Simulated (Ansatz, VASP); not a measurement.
# One calculation of RbBr, two programs

INCAR

```
SYSTEM = RbBr
PREC = Accurate ; ENCUT = 520
EDIFF = 1E-6 ; ISMEAR = 0
SIGMA = 0.05 ; LREAL = .False.
LASPH = .True. ; NELM = 80
ALGO = Normal ; ISIF = 2
LWAVE = .False. ; LCHARG = .False.
GGA = PS ; NBANDS = 15
```

File KPOINTS:

```
Automatic mesh
0
Gamma
  6 6 6
  0 0 0
```

POSCAR

```
RbBr
1.0
    4.0701688540      0.0000000000      0.0000000000
    0.0000000000      4.0701688540      0.0000000000
    0.0000000000      0.0000000000      4.0701688540
Rb Br
1 1
Direct
    0.0000000000     -0.0992287032      0.0000000000
    0.5000000000      0.6061381027      0.5000000000
```

Input for Ansatz:

```yaml
crystal:
  lattice:
    - [4.070168854, 0.0, 0.0]
    - [0.0, 4.070168854, 0.0]
    - [0.0, 0.0, 4.070168854]
  atoms:
    - { symbol: Rb, position: [0.0, -0.0992287032, 0.0] }
    - { symbol: Br, position: [0.5, 0.6061381027, 0.5] }
basis:
  ecutwfc: 420
kpoints:
  mp_grid: { grid: [6, 6, 6] }
hamiltonian:
  xc: pbesol
scf:
  occupations: { method: gaussian, width: 0.05 }
output:
  forces: true
  stress: true
  eigenvalues: true
```

Change from the starting cell: mode 5 frozen in at -0.432 Å and mode 6 at +0.000 Å (largest displacements).

Alike in both runs: task single point; functional PBEsol; k mesh 6 × 6 × 6; occupations gaussian, width 0.05 eV; no spin polarisation.

|  | VASP | Ansatz |
| --- | --- | --- |
| version | VASP 6.6.1 | Ansatz 0.2.0 |
| potentials or method | VASP PAW PBE potentials, release 64 (Rb_sv, Br) | scalar-relativistic, plane waves, PAW |
| plane-wave cutoff (eV) | 520 | 420 |
| valence electrons in the cell | 16 | 16 |

```csv
,VASP,Ansatz,Ansatz less VASP
gap on the k mesh at the Fermi level (eV),4.04,4.05,+0.002
least direct gap on the mesh (eV),4.24,4.24,+0.003
pressure (GPa),3.8,3.7,-0.10
largest component of the traceless stress (GPa),1.94,1.90,-0.045
rms of the force components (eV/Å),0.454,0.446,-0.0073
```

Atom by atom the forces differ by 0.007 eV/Å (rms over components).

Caveats: the PAW data sets were made with another functional, which shifts forces and pressure a little (VASP). A k mesh can miss the band edges.
